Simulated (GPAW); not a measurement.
Wanted: an ASE script for a GPAW 26.7.0 run.

```yaml
Task: equation of state
Functional: PBEsol
Potentials_or_basis: PAW data sets generated in the run's folder for this functional
Cutoff: 800 eV
Basis: pw
k_mesh: 10 × 10 × 8
Occupations: fermi-dirac, width 0.05 eV
Spin: no spin polarisation
Maxiter: 150
Eos_scales: "[0.94, 0.96, 0.98, 1.0, 1.02, 1.04, 1.06]"
```

TiB2:

```xyz
3
Lattice="3.0292 0.0000 0.0000 -1.5146 2.6234 0.0000 0.0000 0.0000 3.2284" Properties=species:S:1:pos:R:3 pbc="T T T"
Ti    0.0000    0.0000    0.0000
B     1.5146    0.8745    1.6142
B     0.0000    1.7489    1.6142
```

The input as run:

run.py

```python
from ase import Atoms
from ase.eos import EquationOfState
from ase.io import Trajectory
from ase.units import GPa
from gpaw import GPAW, PW, setup_paths

setup_paths.insert(0, '.')

atoms = Atoms(['Ti', 'B', 'B'],
              cell=[[3.0292, 0.0, 0.0],
                    [-1.5146, 2.6233641531, 0.0],
                    [0.0, 0.0, 3.2284]],
              scaled_positions=[[0.0, 0.0, 0.0],
                                [0.6666666667, 0.3333333333, 0.5],
                                [0.3333333333, 0.6666666667, 0.5]],
              pbc=True)

traj = Trajectory('eos.traj', 'w')
volumes, energies = [], []
for x in [0.94, 0.96, 0.98, 1.0, 1.02, 1.04, 1.06]:
    a = atoms.copy()
    a.set_cell(atoms.cell * x**(1 / 3), scale_atoms=True)
    calc = GPAW(mode=PW(800),
                xc='PBEsol',
                kpts={'size': (10, 10, 8), 'gamma': True},
                occupations={'name': 'fermi-dirac', 'width': 0.05},
                nbands=20,
                convergence={'density': 1e-05, 'energy': 1e-05},
                maxiter=150,
                txt=f'eos-{x:.2f}.txt')
    a.calc = calc
    energies.append(a.get_potential_energy(force_consistent=True))
    volumes.append(a.get_volume())
    p = -a.get_stress()[:3].mean() / GPa
    calc.write(f'eos-{x:.2f}.gpw')
    traj.write(a)
    print(f'{x:.2f} {volumes[-1]:10.4f} A^3 {energies[-1]:14.6f} eV {p:9.3f} GPa', flush=True)

v0, e0, B = EquationOfState(volumes, energies, eos='birchmurnaghan').fit()
print(f'V0 = {v0:.4f} A^3, E0 = {e0:.6f} eV, B0 = {B / GPa:.2f} GPa')
```

Potentials or basis: PAW data sets generated in the run's folder for this functional, pw.

Run with:

```sh
$ gpaw-setup -f PBEsol B Ti
$ OMP_NUM_THREADS=1 python run.py
```

Results of the run:

- Equilibrium volume: 8.42 Å³/atom
- Bulk modulus at fixed shape and positions: 266 GPa
- Pressure derivative of the bulk modulus: 3.9

Caveat: the cell was scaled at fixed shape and fractional positions, which overstates the stiffness of a crystal with free parameters, most of all of layers and chains.

Wall time 5.2 min on 1 thread of Intel(R) Xeon(R) Platinum 8259CL CPU @ 2.50GHz (Skylake/Cascade Lake), on a shared host, peak memory 0.29 GiB.
